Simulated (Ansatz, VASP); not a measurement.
Given: the input of a run of VASP 6.6.1 on AgCl (Chlorargyrite). 

File INCAR:

```
PREC     = Accurate       # precision mode
ENCUT    = 500            # plane-wave cutoff, eV
EDIFF    = 1E-6           # SCF threshold, eV
ISMEAR   = 0              # smearing method
SIGMA    = 0.02           # smearing width, eV
LREAL    = F              # projectors in reciprocal space
LASPH    = T              # aspherical terms in the spheres
NELM     = 100            # most SCF steps
ALGO     = Normal         # electronic algorithm
ISIF     = 2              # what is computed and relaxed
LWAVE    = F              # write WAVECAR
LCHARG   = T              # write CHGCAR
GGA      = CA             # functional
LELF     = T              # ELF
LVHAR    = T
```

File KPOINTS:

```
Automatic mesh
0
Gamma
  8 8 8
```

POSCAR

```
AgCl
3.8679
    0.000000000000      0.707102045037      0.707102045037
    0.707102045037      0.000000000000      0.707102045037
    0.707102045037      0.707102045037      0.000000000000
Ag Cl
1 1
Direct
    0.0000000000      0.0000000000      0.0000000000
    0.5000000000      0.5000000000      0.5000000000
```

Potentials or basis: VASP PAW LDA potentials, release 64 (Ag, Cl).

The run is started by

```bash
$ cat potpaw_LDA.64/Ag/POTCAR potpaw_LDA.64/Cl/POTCAR > POTCAR
$ mpirun -np 1 vasp_std > vasp.out
```

Question: Translate it to Ansatz 0.2.0. Potentials or basis there: all-electron LAPW, scalar-relativistic.

Answer: As run (cutoffs and basis follow the program's own potentials, and thresholds, step limits or extra output files can differ):

input.yaml

```yaml
crystal:
  lattice:
    - [0.0, 2.735, 2.735]
    - [2.735, 0.0, 2.735]
    - [2.735, 2.735, 0.0]
  atoms:
    - { symbol: Ag, position: [0.0, 0.0, 0.0] }
    - { symbol: Cl, position: [0.5, 0.5, 0.5] }
kpoints:
  mp_grid: { grid: [8, 8, 8] }
scf:
  occupations: { method: gaussian, width: 0.02 }
hamiltonian:
  xc: lda
  pseudopotentials: { kind: all_electron, lapw: { basis_error: 0.001 } }
output:
  forces: true
  stress: true
  eigenvalues: true
```

Potentials or basis: all-electron LAPW, scalar-relativistic.

Run with:

```bash
$ ansatz run input.yaml --threads 1 --pin off --max-ram 3072MiB --backend cpu --events-out ev --progress --plain --runs-dir out
```

Both were run:

|  | VASP | Ansatz |
| --- | --- | --- |
| Pressure | -3.8 GPa | -3.8 GPa |

Where Ansatz's input types no cutoff or centring, it takes its own default and a Γ-centred mesh.

The two programs' LDA may be different fits to the electron gas.

Pressure is positive in compression.
